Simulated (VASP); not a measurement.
As, 4 atoms in the cell. The typed cell holds 4 atoms: a = 5.795 Å, b = 5.795 Å, c = 4.470 Å, α = 90.00°, β = 90.00°, γ = 143.29°. This isn't the form of As at room conditions, which is rhombohedral. The cell isn't the ideal one: atoms moved at random, drawn with an rms of 0.05 Å.

| Quantity | Value |
| --- | --- |
| Program | VASP 6.6.1 |
| Task | single point |
| Functional | PBEsol |
| Potentials or basis | VASP PAW PBE potentials, release 64 (As) |
| Cutoff | 520 eV |
| k mesh | 8 × 8 × 6 |
| Occupations | fermi-dirac, width 0.05 eV |
| Spin | no spin polarisation |
| Ladder | free |
| Further INCAR settings | ALGO = Normal; EDIFF = 1e-07; NBANDS = 18 |

Potentials or basis: VASP PAW PBE potentials, release 64 (As).

The run is started by

```sh
$ cat potpaw_PBE.64/As/POTCAR > POTCAR
$ mpirun -np 1 vasp_std > vasp.out
```

Hardware: 1 thread of Intel(R) Xeon(R) 6975P-C (Granite Rapids), with other jobs on the host.

**Question.** Estimate the wall time of this run.

**Answer.** It took 2.7 min on 1 thread of Intel(R) Xeon(R) 6975P-C (Granite Rapids) (shared host), peak memory 0.42 GiB. Counts: scf iterations 12, k points 196.
